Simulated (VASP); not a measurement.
# Ni (Fm-3m) in VASP: further runs

Runs on Ni. Level: PBE+D3(BJ). Tasks: relaxation of cell and atoms, electrostatic potential.

All numbers are computed with VASP 6.6.1; they aren't measurements. Logs are shortened: lines on timing, memory, paths and dates and some standing lists are left out, and cuts for length are marked.

## (1) Starting point

Symmetry: Fm-3m, No. 225, cubic system. Conventional cell: a = 3.470 Å, b = 3.470 Å, c = 3.470 Å, α = 90.00°, β = 90.00°, γ = 90.00°. Ni (site symmetry m-3m) has 12 Ni at 2.45 Å as nearest neighbours.

The cell was built by a generator and needn't be a form met in nature.

## (2) Relaxation of cell and atoms, PBE+D3(BJ), collinear spin, ferromagnetic start

INCAR reads:

```
ALGO = Normal
EDIFF = 1E-6
EDIFFG = -0.005
ENCUT = 600
GGA = PE
IBRION = 2
ISIF = 3
ISMEAR = 1
ISPIN = 2
IVDW = 12
LASPH = T
LCHARG = F
LMAXMIX = 4
LORBIT = 11
LREAL = F
LWAVE = F
MAGMOM = 0.7
NELM = 120
NSW = 40
PREC = Accurate
SIGMA = 0.1
```

KPOINTS reads:

```
k-points
0
Gamma
  20 20 20
```

POSCAR reads:

```
Ni
1.0
    0.0000000000      1.7350000000      1.7350000000
    1.7350000000      0.0000000000      1.7350000000
    1.7350000000      1.7350000000      0.0000000000
Ni
1
Direct
    0.0000000000      0.0000000000      0.0000000000
```

Potentials or basis: VASP PAW PBE potentials, release 64 (Ni).

On the command line:

```sh
$ cat potpaw_PBE.64/Ni/POTCAR > POTCAR
$ mpirun -np 1 vasp_std > vasp.out
```

OUTCAR:

```text
EDIFF = 1E-6
   EDIFFG = -0.005
   ENCUT = 600
   GGA = PE
   IBRION = 2
   ISIF = 3
   ISMEAR = 1
   ISPIN = 2
   IVDW = 12
   LASPH = T
   LORBIT = 11
   LREAL = F
   NELM = 120
   NSW = 40
   PREC = Accurate
 IVDW          = 12

 ion  position               nearest neighbor table
   1  0.000  0.000  0.000-

  LATTYP: Found a face centered cubic cell.
 ALAT       =     3.4700000000

  Lattice vectors:

 A1 = (   0.0000000000,   1.7350000000,   1.7350000000)
 A2 = (   1.7350000000,   0.0000000000,   1.7350000000)
 A3 = (   1.7350000000,   1.7350000000,   0.0000000000)

Analysis of symmetry for initial positions (statically):
=====================================================================
 Subroutine PRICEL returns:
 Original cell was already a primitive cell.

 Routine SETGRP: Setting up the symmetry group for a
 face centered cubic supercell.

 Subroutine GETGRP returns: Found 48 space group operations
 (whereof 48 operations were pure point group operations)
 out of a pool of 48 trial point group operations.

The static configuration has the point symmetry O_h .

Analysis of symmetry for dynamics (positions and initial velocities):
=====================================================================
 Subroutine PRICEL returns:
 Original cell was already a primitive cell.

 Routine SETGRP: Setting up the symmetry group for a
 face centered cubic supercell.

 Subroutine GETGRP returns: Found 48 space group operations
 (whereof 48 operations were pure point group operations)
 out of a pool of 48 trial point group operations.

The dynamic configuration has the point symmetry O_h .

Analysis of structural, dynamic, and magnetic symmetry:
=====================================================================
 Subroutine PRICEL returns:
 Original cell was already a primitive cell.

 Routine SETGRP: Setting up the symmetry group for a
 face centered cubic supercell.

 Subroutine GETGRP returns: Found 48 space group operations
 (whereof 48 operations were pure point group operations)
 out of a pool of 48 trial point group operations.

The overall configuration has the point symmetry O_h .

 Subroutine INISYM returns: Found 48 space group operations
 (whereof 48 operations are pure point group operations),
 and found     1 'primitive' translations

----------------------------------------------------------------------------------------

                                     Primitive cell

  volume of cell :      10.4455

  direct lattice vectors                    reciprocal lattice vectors
     0.000000000  1.735000000  1.735000000    -0.288184438  0.288184438  0.288184438
     1.735000000  0.000000000  1.735000000     0.288184438 -0.288184438  0.288184438
     1.735000000  1.735000000  0.000000000     0.288184438  0.288184438 -0.288184438

  length of vectors
     2.453660531  2.453660531  2.453660531     0.499150089  0.499150089  0.499150089

  position of ions in fractional coordinates (direct lattice)
     0.000000000  0.000000000  0.000000000

  ion indices of the primitive-cell ions
   primitive index   ion index
                 1           1

----------------------------------------------------------------------------------------

 KPOINTS: k-points

Automatic generation of k-mesh.
 Grid dimensions read from file:
 generate k-points for:   20   20   20

 Generating k-lattice:

  Cartesian coordinates                     Fractional coordinates (reciprocal lattice)
    -0.014409222  0.014409222  0.014409222     0.050000000  0.000000000  0.000000000
     0.014409222 -0.014409222  0.014409222     0.000000000  0.050000000  0.000000000
     0.014409222  0.014409222 -0.014409222     0.000000000  0.000000000  0.050000000

  Length of vectors
     0.024957504  0.024957504  0.024957504

  Shift w.r.t. Gamma in fractional coordinates (k-lattice)
     0.000000000  0.000000000  0.000000000

 Subroutine IBZKPT returns following result:
 ===========================================

 Found    256 irreducible k-points:

 Following reciprocal coordinates:
            Coordinates               Weight
  0.000000  0.000000  0.000000      1.000000
  0.050000  0.000000  0.000000      8.000000
  0.100000  0.000000  0.000000      8.000000
  0.150000  0.000000  0.000000      8.000000
  0.200000  0.000000  0.000000      8.000000
  0.250000  0.000000  0.000000      8.000000
[... 16 lines left out ...]
 -0.400000  0.050000  0.000000     24.000000
 -0.350000  0.050000  0.000000     24.000000
 [... further k-points ...]
   k-points           NKPTS =    256   k-points in BZ     NKDIM =    256   number of bands    NBANDS=      9
   number of dos      NEDOS =    301   number of ions     NIONS =      1
   total plane-waves  NPLWV =   8000
   dimension x,y,z NGX =    20 NGY =   20 NGZ =   20
   dimension x,y,z NGXF=    40 NGYF=   40 NGZF=   40
   ions per type =               1
   NGX,Y,Z   is equivalent  to a cutoff of  13.55, 13.55, 13.55 a.u.
   NGXF,Y,Z  is equivalent  to a cutoff of  27.10, 27.10, 27.10 a.u.
 SYSTEM =  unknown system
   PREC   = accura    normal or accurate (medium, high low for compatibility)
   ISTART =      0    job   : 0-new  1-cont  2-samecut
   ICHARG =      2    charge: 1-file 2-atom 10-const
   ISPIN  =      2    spin polarized calculation?
   LNONCOLLINEAR =      F non collinear calculations
   LSORBIT =      F    spin-orbit coupling
   LASPH  =      T    aspherical Exc in radial PAW
   ENCUT  =  600.0 eV  44.10 Ry    6.64 a.u.   4.90  4.90  4.90*2*pi/ulx,y,z
   NELM   =    120;   NELMIN=  2; NELMDL= -5     # of ELM steps
   EDIFF  = 0.1E-05   stopping-criterion for ELM
   LREAL  =      F    real-space projection
   EDIFFG = -.5E-02   stopping-criterion for IOM
   NSW    =     40    number of steps for IOM
   IBRION =      2    ionic relax: 0-MD 1-quasi-New 2-CG
   NFREE  =      1    steps in history (QN), initial steepest desc. (CG)
   ISIF   =      3    stress and relaxation
   ISYM   =      2    0-nonsym 1-usesym 2-fastsym
   POTIM  = 0.5000    time-step for ionic-motion
   TEBEG  =    0.0;   TEEND  =   0.0 temperature during run
   PSTRESS=    0.0 pullay stress
   NELECT =      10.0000    total number of electrons
   NUPDOWN=      -1.0000    fix difference up-down
   EMIN   =  10.00;   EMAX   =-10.00  energy-range for DOS
   EFERMI =   0.00;   METHOD = LEGACY
   ISMEAR =     1;   SIGMA  =   0.10  broadening in eV -4-tet -1-fermi 0-gaus
   EFERMI_NEDOS =   21; number of points for ismear=-14 and -15
   IALGO  =     38    algorithm
   IMIX   =      4    mixing-type and parameters
     AMIX     =   0.40;   BMIX     =  1.00
     AMIX_MAG =   1.60;   BMIX_MAG =  1.00
  volume/ion in A,a.u.               =      10.45        70.49
  Fermi-wavevector in a.u.,A,eV,Ry     =   1.613487  3.049047 35.420576  2.603339
  Thomas-Fermi vector in A             =   2.708548
   LORBIT       =     11    0 simple, 1 ext, 2 COOP (PROOUT), +10 PAW based schemes
   GGA     = PE    functional components
   LHFCALC =     F    Hartree Fock is set to
   AEXX    =    0.0000 exact exchange contribution
   IVDW    =    12    specifies the selected vdW correction
   LEPSILON=     F    determine dielectric tensor
   LRPA    =     F    only Hartree local field effects (RPA)
 conjugate gradient relaxation of ions
 spin polarized calculation
 Methfessel and Paxton  Order N= 1 SIGMA  =   0.10
  energy-cutoff  :      600.00
  volume of cell :       10.45
 maximum number of plane-waves:       360
   NGX =  9   NGY =  9   NGZ =  9

--------------------------------------- Ionic step        1  -------------------------------------------

 number of electron      10.0000000 magnetization       0.7000000

 number of electron       9.9999997 magnetization       0.6226830

 Free energy of the ion-electron system (eV)
  ---------------------------------------------------
  ext. energy  EPLUGINS =         0.00000000
  ---------------------------------------------------
  free energy    TOTEN  =        -5.45872252 eV

  energy without entropy =       -5.45856522  energy(sigma->0) =       -5.45867009

------------------------ aborting loop because EDIFF is reached ----------------------------------------

 Edisp (eV)   -0.48254

 E8    (eV) :    -0.2087

  FORCE on cell =-STRESS in cart. coord.  units (eV):
  Direction    XX          YY          ZZ          XY          YZ          ZX
  --------------------------------------------------------------------------------------
  -------------------------------------------------------------------------------------
  Total       0.07837     0.07837     0.07837     0.00000     0.00000     0.00000
  in kB      12.02105    12.02105    12.02105     0.00000     0.00000     0.00000
  external pressure =       12.02 kB  Pullay stress =        0.00 kB
[... 98 lines left out ...]
  energy  without entropy=       -5.9413098818  energy(sigma->0) =       -5.94142289

--------------------------------------- Ionic step        4  -------------------------------------------

 number of electron      10.0000000 magnetization       0.6238246

 Free energy of the ion-electron system (eV)
  ---------------------------------------------------
  ext. energy  EPLUGINS =         0.00000000
  ---------------------------------------------------
  free energy    TOTEN  =        -5.46189783 eV

  energy without entropy =       -5.46172746  energy(sigma->0) =       -5.46184104

 E-fermi :   9.8840     XC(G=0): -13.4621

 val. band max:        9.8816495771   @ k =  -0.4500   0.3500   0.1500
 cond. band min:       9.8859985084   @ k =  -0.4000   0.2500   0.0000
 fundamental gap:      0.0043489313
 Fermi energy:         9.8839770252

 spin component 1

 k-point     1 :       0.0000    0.0000    0.0000
  band No.  band energies     occupation
      1       0.6233      1.00000
      2       7.3487      1.00000
      3       7.3487      1.00000
      4       7.3487      1.00000
      5       8.5877      1.00000
      6       8.5877      1.00000
      7      33.8972      0.00000
      8      38.0319      0.00000
      9      38.0319      0.00000
[... 265 lines left out ...]
 k-point    24 :      -0.3500    0.0500    0.0000
  band No.  band energies     occupation
      1       4.5105      1.00000
      2       7.4375      1.00000
      3       7.4952      1.00000
      4       7.6144      1.00000
      5       8.9369      1.00000
      6       9.3029      1.00000
      7      19.3003      0.00000
      8      31.9472      0.00000
      9      34.4221      0.00000

 [... further k-points ...]

 spin component 2

 k-point     1 :       0.0000    0.0000    0.0000
  band No.  band energies     occupation
      1       0.5898      1.00000
      2       8.1026      1.00000
      3       8.1026      1.00000
      4       8.1026      1.00000
      5       9.1684      1.00000
      6       9.1684      1.00000
      7      33.7390      0.00000
      8      38.0084      0.00000
      9      38.0084      0.00000
[... 308 lines left out ...]
  FREE ENERGIE OF THE ION-ELECTRON SYSTEM (eV)
  ---------------------------------------------------
  free  energy   TOTEN  =        -5.9414768395 eV

  energy  without entropy=       -5.9413064659  energy(sigma->0) =       -5.94142005

 reached required accuracy - stopping structural energy minimisation

 total charge

# of ion       s       p       d       tot
------------------------------------------
    1        0.513   0.530   8.331   9.374

 magnetization (x)

# of ion       s       p       d       tot
------------------------------------------
    1       -0.007  -0.026   0.665   0.633
```

Run time: 70 s. Hardware: 1 thread of Intel Xeon Platinum 8488C (Sapphire Rapids), shared host; peak memory 0.18 GiB.

What came out:

- Free energy: -5.9415 eV
- Relaxed volume: 10.51 Å³/atom
- Relaxed cell: a = 2.459 Å, b = 2.459 Å, c = 2.459 Å, α = 60.00°, β = 60.00°, γ = 60.00°
- Space group after relaxing (to 0.05 Å): Fm-3m (No. 225)
- Energy gained by relaxing: 0.2 meV/atom
- Ionic steps: 4
- Pressure after relaxing: -0.1 GPa
- Band gap on the k mesh: none (metal or under the smearing width)
- Net moment: 0.62 μB per cell
- Site moments: Ni +0.63 μB
- Valence electrons inside the program's atomic spheres: Ni 9.37
- Dispersion energy per atom: -0.480 eV

The path:
```tsv
step	energy change (eV)	largest force (eV/Å)	pressure (GPa)	volume (Å³)
1	0.0000	0.0000	1.20	10.45
2	0.0000	0.0000	-1.24	10.56
3	-0.0002	0.0000	0.10	10.50
4	-0.0002	0.0000	-0.07	10.51
```

Final structure:
```yaml
crystal:
  lattice:
    - [0.00000, 1.73846, 1.73846]
    - [1.73846, 0.00000, 1.73846]
    - [1.73846, 1.73846, 0.00000]
  atoms:
    - { symbol: Ni, position: [0.00000, 0.00000, 0.00000] }
```

Levels at points of the mesh, in eV from the Fermi level:
Spin up:
```tsv
k point	band 2	band 3	band 4	band 5	band 6	band 7	band 8	band 9
(0.00, 0.00, 0.00)	-2.54	-2.54	-2.54	-1.30	-1.30	24.01	28.15	28.15
(0.50, 0.00, 0.00)	-2.52	-2.52	-0.61	-0.61	-0.36	5.91	22.49	25.28
(0.50, 0.50, 0.00)	-4.39	-0.55	-0.47	-0.47	2.46	9.53	15.15	15.15
```
Spin down:
```csv
k point,band 2,band 3,band 4,band 5,band 6,band 7,band 8,band 9
"(0.00, 0.00, 0.00)",-1.78,-1.78,-1.78,-0.72,-0.72,23.86,28.12,28.12
"(0.50, 0.00, 0.00)",-1.90,-1.90,-0.42,0.15,0.15,6.33,22.35,25.37
"(0.50, 0.50, 0.00)",-3.78,0.06,0.40,0.40,2.43,9.77,15.16,15.16
```

Caveat: pairwise dispersion overbinds metals, which lowers pressure and volume.

## (3) Electrostatic potential, PBE+D3(BJ), collinear spin, ferromagnetic start

This run uses another cell than the first one, of 10.51 Å³/atom, 1.006 times its volume.

INCAR reads:

```
SYSTEM = Ni
  PREC = Accurate
  ENCUT = 520
  EDIFF = 1E-6
  ISMEAR = 1
  SIGMA = 0.1
  LREAL = .FALSE.
  LASPH = .TRUE.
  NELM = 100
  ALGO = Normal
  ISIF = 2
  LWAVE = .FALSE.
  LCHARG = .TRUE.
  ISPIN = 2
  MAGMOM = 0.7
  LORBIT = 11
  LMAXMIX = 4
  GGA = PE
  IVDW = 12
  LVHAR = .TRUE.
```

KPOINTS reads:

```
regular mesh
0
G
  20 20 20
  0 0 0
```

POSCAR reads:

```
Ni                                      
1.0
    0.0000000000      1.7384620803      1.7384620803
    1.7384620803      0.0000000000      1.7384620803
    1.7384620803      1.7384620803      0.0000000000
  Ni            
     1
Direct
     1.0000000000000000    1.0000000000000000    1.0000000000000000
```

Potentials or basis: VASP PAW PBE potentials, release 64 (Ni).

On the command line:

```sh
$ cat potpaw_PBE.64/Ni/POTCAR > POTCAR
$ mpirun -np 1 vasp_std > vasp.out
```

It took 24 s on 1 thread of Intel Xeon Platinum 8488C (Sapphire Rapids), shared host; peak memory 0.16 GiB.

The run converged. Its results:

| Property | Result |
| --- | --- |
| Free energy | -5.9418 eV |
| Pressure | 0.0 GPa |
| Band gap on the k mesh | none (metal or under the smearing width) |
| Net moment | 0.62 μB per cell |
| Site moments | Ni +0.63 μB |
| Valence electrons inside the program's atomic spheres | Ni 9.37 |
| Dispersion energy per atom | -0.480 eV |

Levels at points of the mesh, in eV from the Fermi level:
Spin up:
| k point | band 2 | band 3 | band 4 | band 5 | band 6 | band 7 | band 8 | band 9 |
| --- | --- | --- | --- | --- | --- | --- | --- | --- |
| (0.00, 0.00, 0.00) | -2.54 | -2.54 | -2.54 | -1.30 | -1.30 | 24.01 | 28.15 | 28.15 |
| (0.50, 0.00, 0.00) | -2.52 | -2.52 | -0.61 | -0.61 | -0.36 | 5.90 | 22.49 | 25.28 |
| (0.50, 0.50, 0.00) | -4.39 | -0.55 | -0.47 | -0.47 | 2.46 | 9.53 | 15.15 | 15.15 |
Spin down:
```tsv
k point	band 2	band 3	band 4	band 5	band 6	band 7	band 8	band 9
(0.00, 0.00, 0.00)	-1.78	-1.78	-1.78	-0.72	-0.72	23.85	28.12	28.12
(0.50, 0.00, 0.00)	-1.90	-1.90	-0.42	0.15	0.15	6.33	22.35	25.37
(0.50, 0.50, 0.00)	-3.78	0.06	0.40	0.40	2.42	9.77	15.16	15.16
```

Caveat: pairwise dispersion overbinds metals, which lowers pressure and volume.
